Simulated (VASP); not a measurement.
# PtSe2 (Sudovikovite) (P-3m1) in VASP: further runs

One crystal, PtSe2 (Sudovikovite), is run at these levels: LDA, PBE, AM05; tasks: relaxation of cell and atoms, single point, relaxation of the atoms.

Program: VASP 6.6.1. These are calculated values, not measurements. Logs are shortened: lines on timing, memory, paths and dates and some standing lists are left out, and cuts for length are marked.

### Step 1. The structure

It takes space group P-3m1 (No. 164, trigonal). Conventional cell: a = 3.724 Å, b = 3.724 Å, c = 5.062 Å, α = 90.00°, β = 90.00°, γ = 120.00°. Pt (site symmetry -3m) is surrounded by 6 Se at 2.49 Å. Se (site symmetry 3m) has 3 Pt at 2.49 Å as nearest neighbours.

### Step 2. Relaxation of cell and atoms, LDA

The input, INCAR:

```
SYSTEM = PtSe2
PREC = Accurate
ENCUT = 600
EDIFF = 1E-6
ISMEAR = -1
SIGMA = 0.05
LREAL = .False.
LASPH = .True.
NELM = 60
ALGO = Fast
ISIF = 3
LWAVE = .False.
LCHARG = .False.
IBRION = 2
NSW = 60
EDIFFG = -0.01
```

The input, KPOINTS:

```
Automatic mesh
0
Gamma
  8 8 4
  0 0 0
```

The input, POSCAR:

```
PtSe2
1.0
    3.7240000000      0.0000000000      0.0000000000
   -1.8620000000      3.2250786037      0.0000000000
    0.0000000000      0.0000000000      5.0620000000
Pt Se
1 2
Direct
    0.0000000000      0.0000000000      0.0000000000
    0.6666666667      0.3333333333      0.7500000000
    0.3333333333      0.6666666667      0.2500000000
```

Potentials or basis: VASP PAW LDA potentials, release 64 (Pt, Se).

On the command line:

```console
$ cat potpaw_LDA.64/Pt/POTCAR potpaw_LDA.64/Se/POTCAR > POTCAR
$ mpirun -np 1 vasp_std > vasp.out
```

OUTCAR:

```text
SYSTEM = PtSe2
   PREC = Accurate
   ENCUT = 600
   EDIFF = 1E-6
   ISMEAR = -1
   LREAL = .False.
   LASPH = .True.
   NELM = 60
   ISIF = 3
   IBRION = 2
   NSW = 60
   EDIFFG = -0.01

 ion  position               nearest neighbor table
   1  0.000  0.000  0.000-   2 2.49   3 2.49   2 2.49   3 2.49   2 2.49   3 2.49
   2  0.667  0.333  0.750-   1 2.49   1 2.49   1 2.49
   3  0.333  0.667  0.250-   1 2.49   1 2.49   1 2.49

  LATTYP: Found a hexagonal cell.
 ALAT       =     3.7240000000
 C/A-ratio  =     1.3592910849

  Lattice vectors:

 A1 = (   3.7240000000,   0.0000000000,   0.0000000000)
 A2 = (  -1.8620000000,   3.2250786037,   0.0000000000)
 A3 = (   0.0000000000,   0.0000000000,   5.0620000000)

Analysis of symmetry for initial positions (statically):
=====================================================================
 Subroutine PRICEL returns:
 Original cell was already a primitive cell.

 Routine SETGRP: Setting up the symmetry group for a
 hexagonal supercell.

 Subroutine GETGRP returns: Found 12 space group operations
 (whereof 12 operations were pure point group operations)
 out of a pool of 24 trial point group operations.

The static configuration has the point symmetry D_3d.

Analysis of symmetry for dynamics (positions and initial velocities):
=====================================================================
 Subroutine PRICEL returns:
 Original cell was already a primitive cell.

 Routine SETGRP: Setting up the symmetry group for a
 hexagonal supercell.

 Subroutine GETGRP returns: Found 12 space group operations
 (whereof 12 operations were pure point group operations)
 out of a pool of 24 trial point group operations.

The dynamic configuration has the point symmetry D_3d.

 Subroutine INISYM returns: Found 12 space group operations
 (whereof 12 operations are pure point group operations),
 and found     1 'primitive' translations

----------------------------------------------------------------------------------------

                                     Primitive cell

  volume of cell :      60.7956

  direct lattice vectors                    reciprocal lattice vectors
     3.724000000  0.000000000  0.000000000     0.268528464  0.155034981  0.000000000
    -1.862000000  3.225078604  0.000000000     0.000000000  0.310069962  0.000000000
     0.000000000  0.000000000  5.062000000     0.000000000  0.000000000  0.197550375

  length of vectors
     3.724000000  3.724000000  5.062000000     0.310069962  0.310069962  0.197550375

[... 123 lines left out ...]

 number of electron      22.0000004 magnetization

 Free energy of the ion-electron system (eV)
  ---------------------------------------------------
  ext. energy  EPLUGINS =         0.00000000
  ---------------------------------------------------
  free energy    TOTEN  =       -17.05687975 eV

  energy without entropy =      -17.04904598  energy(sigma->0) =      -17.05296286

------------------------ aborting loop because EDIFF is reached ----------------------------------------

  FORCE on cell =-STRESS in cart. coord.  units (eV):
  Direction    XX          YY          ZZ          XY          YZ          ZX
  --------------------------------------------------------------------------------------
  -------------------------------------------------------------------------------------
  Total        0.1506397      0.1506397     -0.3427086      0.0000000     -0.0000000      0.0000000
  in kB        3.9698853      3.9698853     -9.0315734      0.0000000     -0.0000000      0.0000000
  external PRESSURE =      -0.3639343 kB  Pullay stress =       0.0000000 kB
[... 92 lines left out ...]
  FREE ENERGIE OF THE ION-ELECTRON SYSTEM (eV)
  ---------------------------------------------------
  free  energy   TOTEN  =       -17.0674499668 eV

  energy  without entropy=      -17.0577252700  energy(sigma->0) =      -17.06258762

[... ionic steps 4 to 13 ...]

--------------------------------------- Ionic step       14  -------------------------------------------

 number of electron      22.0000005 magnetization

------------------------ aborting loop because EDIFF is reached ----------------------------------------
[... 69 lines left out ...]
--------------------------------------- Ionic step       16  -------------------------------------------

 number of electron      22.0000005 magnetization

 Free energy of the ion-electron system (eV)
  ---------------------------------------------------
  ext. energy  EPLUGINS =         0.00000000
  ---------------------------------------------------
  free energy    TOTEN  =       -17.09450517 eV

  energy without entropy =      -17.08787603  energy(sigma->0) =      -17.09119060

 E-fermi :   7.1111     XC(G=0): -11.2253

 val. band max:        7.0927223731   @ k =   0.0000   0.2500   0.2500
 cond. band min:       7.2481111398   @ k =   0.0000   0.2500   0.2500
 fundamental gap:      0.1553887667
 Fermi energy:         7.1111334673

 k-point     1 :       0.0000    0.0000    0.0000
  band No.  band energies     occupation
      1      -8.8181      2.00000
      2      -5.4796      2.00000
      3      -0.2215      2.00000
      4       0.6577      2.00000
      5       0.6577      2.00000
      6       3.2126      2.00000
      7       3.2126      2.00000
      8       4.6302      2.00000
      9       6.0867      2.00000
     10       6.0867      2.00000
     11       7.9853      0.00000
     12       8.1724      0.00000
     13       8.1724      0.00000
     14      10.2498      0.00000
[... 401 lines left out ...]
      2      -6.4405      2.00000
      3       0.2503      2.00000
      4       0.6161      2.00000
      5       1.3152      2.00000
      6       2.2297      2.00000
      7       2.5709      2.00000
      8       3.7445      2.00000
      9       3.9492      2.00000
     10       4.7623      2.00000
     11       5.4169      2.00000
     12       7.6543      0.00004
     13       8.9361      0.00000
     14      12.4749      0.00000
     15      14.0055      0.00000

 [... further k-points ...]

------------------------ aborting loop because EDIFF is reached ----------------------------------------

  FORCE on cell =-STRESS in cart. coord.  units (eV):
  Direction    XX          YY          ZZ          XY          YZ          ZX
  --------------------------------------------------------------------------------------
  -------------------------------------------------------------------------------------
  Total        0.0027277      0.0027277     -0.0146908      0.0000000      0.0000000      0.0000000
  in kB        0.0758874      0.0758874     -0.4087133      0.0000000      0.0000000      0.0000000
  external PRESSURE =      -0.0856462 kB  Pullay stress =       0.0000000 kB
[... 18 lines left out ...]
  FREE ENERGIE OF THE ION-ELECTRON SYSTEM (eV)
  ---------------------------------------------------
  free  energy   TOTEN  =       -17.0945051680 eV

  energy  without entropy=      -17.0878760325  energy(sigma->0) =      -17.09119060

 reached required accuracy - stopping structural energy minimisation
```

OSZICAR:

```text
N       E                     dE             d eps       ncg     rms          rms(c)
DAV:   1     0.124059377182E+03    0.12406E+03   -0.11160E+04  1058   0.145E+03
DAV:   2    -0.124866328185E+02   -0.13655E+03   -0.13349E+03  1372   0.252E+02
DAV:   3    -0.178730799900E+02   -0.53864E+01   -0.53503E+01  1337   0.529E+01
DAV:   4    -0.179164025302E+02   -0.43323E-01   -0.43313E-01  1218   0.510E+00
[... 131 lines left out ...]
DAV:   1    -0.170947054476E+02   -0.22615E-03   -0.12905E-02  1050   0.851E-01    0.944E-02
RMM:   2    -0.170945491153E+02    0.15633E-03   -0.10286E-03  1050   0.249E-01    0.485E-02
RMM:   3    -0.170945128998E+02    0.36216E-04   -0.10932E-04  1050   0.789E-02    0.216E-02
RMM:   4    -0.170945045904E+02    0.83094E-05   -0.51012E-05  1050   0.468E-02    0.100E-02
RMM:   5    -0.170945051680E+02   -0.57764E-06   -0.59662E-06   947   0.163E-02
  16 F= -.17094505E+02 E0= -.17091191E+02  d E =-.898125E-04
```

It took 3.9 min on 1 thread of Intel Xeon Platinum 8488C (Sapphire Rapids), shared host; peak memory 0.19 GiB.

What came out:

* Free energy: -17.0945 eV
* Relaxed volume: 19.20 Å³/atom
* Relaxed cell: a = 3.746 Å, b = 3.746 Å, c = 4.738 Å, α = 90.00°, β = 90.00°, γ = 120.00°
* Space group after relaxing (to 0.05 Å): P-3m1 (No. 164)
* Energy gained by relaxing: 12.5 meV/atom
* Ionic steps: 16
* Pressure after relaxing: 0.0 GPa
* Largest force after relaxing: 0.004 eV/Å
* Band gap on the k mesh: none (metal or under the smearing width)

Forces in eV/Å, atoms in the order of the input:
```
Pt   0.000  0.000  0.000
Se   0.000  0.000  0.004
Se   0.000  0.000 -0.004
```

Step by step:
```tsv
step	energy change (eV)	largest force (eV/Å)	pressure (GPa)	volume (Å³)
1	0.0000	0.1915	-0.04	60.80
2	-0.0052	0.1139	-0.81	60.75
3	-0.0106	0.0577	-2.50	60.65
4	-0.0117	0.0571	-2.49	60.57
5	-0.0150	0.0567	-2.42	60.33
6	-0.0213	0.0567	-2.25	59.86
7	-0.0311	0.0732	-1.86	58.92
8	-0.0306	0.1806	-0.62	57.02
9	-0.0351	0.0982	-1.37	58.12
10	-0.0353	0.1067	-1.26	57.96
11	-0.0370	0.0425	-0.66	57.84
12	-0.0375	0.0169	-0.10	57.72
13	-0.0375	0.0205	-0.08	57.71
14	-0.0376	0.0170	-0.07	57.70
15	-0.0376	0.0101	-0.05	57.66
16	-0.0376	0.0039	-0.01	57.59
```

Final structure:
```cif
data_structure
_symmetry_space_group_name_H-M 'P 1'
_symmetry_Int_Tables_number 1
_cell_length_a 3.7464
_cell_length_b 3.7464
_cell_length_c 4.7379
_cell_angle_alpha 90.000
_cell_angle_beta 90.000
_cell_angle_gamma 120.000
_cell_volume 57.59
loop_
_atom_site_label
_atom_site_type_symbol
_atom_site_fract_x
_atom_site_fract_y
_atom_site_fract_z
_atom_site_occupancy
Pt1 Pt 0.00000 0.00000 0.00000 1
Se1 Se 0.66667 0.33333 0.73353 1
Se2 Se 0.33333 0.66667 0.26647 1
```

Levels at points of the mesh, in eV from the Fermi level:
```tsv
k point	band 7	band 8	band 9	band 10	band 11	band 12	band 13	band 14	band 15
(0.00, 0.00, 0.00)	-3.90	-2.48	-1.02	-1.02	0.87	1.06	1.06	3.14	4.18
(0.50, 0.00, 0.00)	-3.87	-3.76	-3.40	-3.34	-2.97	0.50	2.64	5.11	6.13
(0.00, 0.00, 0.50)	-3.96	-3.00	-1.79	-1.79	-1.67	2.44	2.44	4.96	6.52
(0.50, 0.00, 0.50)	-3.44	-3.43	-3.14	-2.66	-1.08	0.59	1.51	4.80	5.10
```

The run has no spin-orbit coupling, so splittings on Pt are missing. LDA usually gives volumes a few per cent too small.

### Step 3. Single point, PBE

The input, INCAR:

```
PREC     = Accurate       # precision mode
ENCUT    = 520            # plane-wave cutoff, eV
EDIFF    = 1E-6           # SCF threshold, eV
ISMEAR   = 0              # smearing method
SIGMA    = 0.1            # smearing width, eV
LREAL    = False          # projectors in reciprocal space
LASPH    = True           # aspherical terms in the spheres
NELM     = 100            # most SCF steps
ALGO     = Fast           # electronic algorithm
ISIF     = 2              # what is computed and relaxed
LWAVE    = False          # write WAVECAR
LCHARG   = False          # write CHGCAR
GGA      = PE             # functional
```

The input, KPOINTS:

```
Automatic mesh
0
Gamma
  8 8 5
```

The input, POSCAR:

```
PtSe2
3.724
    1.000000000000      0.000000000000      0.000000000000
   -0.500000000000      0.866025403786      0.000000000000
    0.000000000000      0.000000000000      1.359291084855
Pt Se
1 2
Direct
    0.0000000000      0.0000000000      0.0000000000
    0.6666666667      0.3333333333      0.7500000000
    0.3333333333      0.6666666667      0.2500000000
```

Potentials or basis: VASP PAW PBE potentials, release 64 (Pt, Se).

On the command line:

```console
$ cat potpaw_PBE.64/Pt/POTCAR potpaw_PBE.64/Se/POTCAR > POTCAR
$ mpirun -np 1 vasp_std > vasp.out
```

It took 21 s on 1 thread of Intel Xeon Platinum 8559C (Emerald Rapids), shared host; peak memory 0.19 GiB.

Results (log left out):

```
Free energy            : -14.1871 eV
Pressure               : 7.3 GPa
Largest force          : 0.598 eV/Å
Band gap on the k mesh : none (metal or under the smearing width)
```

Forces on the atoms (eV/Å):
```
Pt   0.000  0.000  0.000
Se   0.000  0.000 -0.598
Se   0.000  0.000  0.598
```

Stress tensor (GPa, compression positive):
```
7.93 0.00 0.00
0.00 7.93 0.00
0.00 0.00 6.09
```

Levels at points of the mesh, in eV from the Fermi level:
```tsv
k point	band 8	band 9	band 10	band 11	band 12	band 13	band 14	band 15
(0.00, 0.00, 0.00)	-2.65	-1.13	-1.13	0.35	1.41	1.41	3.56	4.16
(0.50, 0.00, 0.00)	-3.61	-3.58	-3.50	-3.04	0.61	2.30	4.72	5.78
```

The run has no spin-orbit coupling, so splittings on Pt are missing.

### Step 4. Single point, PBE

The input, run.py:

```python
from ase.calculators.vasp import Vasp
from ase.dft.bandgap import bandgap
from ase.io import read

atoms = read('PtSe2.cif')
calc = Vasp(
    directory='calc',
    xc='pbe',
    pp='PBE',
    setups='materialsproject',
    prec='Accurate',
    encut=520,
    ediff=1e-06,
    ismear=0,
    sigma=0.1,
    lreal=False,
    lasph=True,
    nelm=80,
    algo='Fast',
    isif=2,
    lwave=False,
    lcharg=False,
    kpts=[8, 8, 5],
    gamma=True,
)
atoms.calc = calc

print('energy (eV):', atoms.get_potential_energy())
print('free energy (eV):', atoms.get_potential_energy(force_consistent=True))
print('forces (eV/A):')
print(atoms.get_forces())
print('stress (eV/A^3, Voigt):', atoms.get_stress())
print('Fermi level (eV):', calc.get_fermi_level())
gap, top, bottom = bandgap(calc)
print('band gap (eV):', gap, 'from (spin, k, band)', top, 'to', bottom)
```

The input, PtSe2.cif:

```cif
data_PtSe2
_cell_length_a 3.72400000
_cell_length_b 3.72400000
_cell_length_c 5.06200000
_cell_angle_alpha 90.00000000
_cell_angle_beta 90.00000000
_cell_angle_gamma 120.00000000
_space_group_name_H-M_alt 'P1'
_space_group_name_Hall 'P 1'
_space_group_IT_number 1
loop_
_space_group_symop_operation_xyz
'x,y,z'
loop_
_atom_site_label
_atom_site_type_symbol
_atom_site_symmetry_multiplicity
_atom_site_Wyckoff_symbol
_atom_site_fract_x
_atom_site_fract_y
_atom_site_fract_z
_atom_site_occupancy
Pt1 Pt 1 a 0.0000000000 0.0000000000 0.0000000000 1
Se1 Se 1 a 0.6666666667 0.3333333333 0.7500000000 1
Se2 Se 1 a 0.3333333333 0.6666666667 0.2500000000 1
```

Potentials or basis: VASP PAW PBE potentials, release 64 (Pt, Se).

On the command line:

```console
$ python run.py
```

Log:

```text
energy (eV): -14.18530224
free energy (eV): -14.18709437
forces (eV/A):
[[ 0.          0.          0.        ]
 [ 0.          0.         -0.59836785]
 [-0.          0.          0.59836785]]
stress (eV/A^3, Voigt): [-0.04947713 -0.04947713 -0.03799581 -0.         -0.         -0.        ]
Fermi level (eV): 6.59335418
band gap (eV): 0.0 from (spin, k, band) (None, None, None) to (None, None, None)
```

OUTCAR:

```text
ENCUT = 520.000000
   EDIFF = 1.00e-06
   GGA = PE
   PREC = Accurate
   ISIF = 2
   ISMEAR = 0
   NELM = 80
   LASPH = .TRUE.
   LREAL = .FALSE.

 ion  position               nearest neighbor table
   1  0.000  0.000  0.000-   2 2.49   3 2.49   2 2.49   3 2.49   2 2.49   3 2.49
   2  0.667  0.333  0.750-   1 2.49   1 2.49   1 2.49
   3  0.333  0.667  0.250-   1 2.49   1 2.49   1 2.49

  LATTYP: Found a hexagonal cell.
[... 636 lines left out ...]
  external PRESSURE =      73.1394044 kB  Pullay stress =       0.0000000 kB

 VOLUME and BASIS-vectors are now :
 -----------------------------------------------------------------------------
  energy-cutoff  :      520.00
  volume of cell :       60.80
      direct lattice vectors                 reciprocal lattice vectors
     3.724000000  0.000000000  0.000000000     0.268528464  0.155034981  0.000000000
    -1.862000000  3.225078604  0.000000000     0.000000000  0.310069962  0.000000000
     0.000000000  0.000000000  5.062000000     0.000000000  0.000000000  0.197550375

 POSITION                                       TOTAL-FORCE (eV/Angst)
 -----------------------------------------------------------------------------------
      0.00000      0.00000      0.00000         0.000000      0.000000      0.000000
      1.86200      1.07503      3.79650         0.000000      0.000000     -0.598368
     -0.00000      2.15005      1.26550        -0.000000      0.000000      0.598368
 -----------------------------------------------------------------------------------
    total drift:                               -0.000000     -0.000000     -0.000000

  FREE ENERGIE OF THE ION-ELECTRON SYSTEM (eV)
  ---------------------------------------------------
  free  energy   TOTEN  =       -14.1870943664 eV

  energy  without entropy=      -14.1835101184  energy(sigma->0) =      -14.18530224
```

INCAR:

```text
ENCUT = 520.000000
SIGMA = 0.100000
EDIFF = 1.00e-06
ALGO = Fast
GGA = PE
PREC = Accurate
ISIF = 2
ISMEAR = 0
NELM = 80
LASPH = .TRUE.
LCHARG = .FALSE.
LWAVE = .FALSE.
LREAL = .FALSE.
```

It took 24 s on 1 thread of Intel Xeon Platinum 8559C (Emerald Rapids), shared host; peak memory 0.19 GiB.

What came out:

```yaml
Free_energy: -14.1871 eV
Pressure: 7.3 GPa
Largest_force: 0.598 eV/Å
Band_gap_on_the_k_mesh: none (metal or under the smearing width)
```

Forces in eV/Å, atoms in the order of the input:
```
Pt   0.000  0.000  0.000
Se   0.000  0.000 -0.598
Se   0.000  0.000  0.598
```

The run has no spin-orbit coupling, so splittings on Pt are missing.

[end of part 1 of 2]
